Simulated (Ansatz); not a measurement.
**Point defect: Al on a Ga site in GaN**

Computed with DFT PBE, scalar-relativistic, plane waves, PAW in Ansatz 0.2.0. Settings: 420 eV cutoff, 2×2×2 k-mesh, shifted by half a step, Gaussian smearing of 0.01 eV, collinear spin in charge +1, -1 alone.

Host crystal, relaxed:

```
CELL_PARAMETERS angstrom
0.00000 2.27424 2.27424
2.27424 0.00000 2.27424
2.27424 2.27424 0.00000
ATOMIC_POSITIONS crystal
Ga 0.00000 0.00000 0.00000
N 0.75000 0.75000 0.75000
```

Supercell of 32 atoms, rows in host cell vectors: -1 -1 3; -1 -1 -1; 3 -1 -1. Atoms relax at the host's cell, keeping the symmetry that the supercell leaves at the site. The cell is small, so energies carry finite-size errors of tenths of an eV. The host's Kohn–Sham gap is 1.54 eV. Atoms are taken from and returned to the elements' standard states. Charged cells are corrected for image charges with the computed static dielectric tensor (mean 11.0) and aligned with the host's potential at far atoms (alignment terms reach 0.30 eV; the program doubts the alignment in some charges, where it is up to 0.30 eV). No band-filling term is added, and the Fermi level counts from the host's valence band top.

Defect: Al on a Ga site at (0.000, 0.000, 0.000) of the host cell.

Problem. What is the formation energy of the neutral defect?

Solution. -1.79 eV.

Problem. Does the neutral defect carry a moment, and how do its surroundings relax?

Solution. The neutral run had no spin polarisation, so a moment wasn't tested. The nearest neighbours before are 4 N at 1.97 Å; after relaxation the atoms near the site are 4 N at 1.91 Å; the largest move is 0.06 Å.

Problem. Charges +1, 0, -1 were computed. Which is stable where in the gap?

Solution. Among the charges computed the stable one is 0 at the valence band top and stays so across the gap. In charge +1, -1 the extra carrier would gain by moving to a band edge of the host, so it isn't bound in the gap. In charge +1, -1 the cell has partly filled bands: a level of the defect may be part filled, the carrier may sit in the host's bands, or levels may cross between the k points, so transitions that involve it are doubtful. Levels between neighbouring charges: (+1/0) -0.63 eV, (0/-1) 3.30 eV.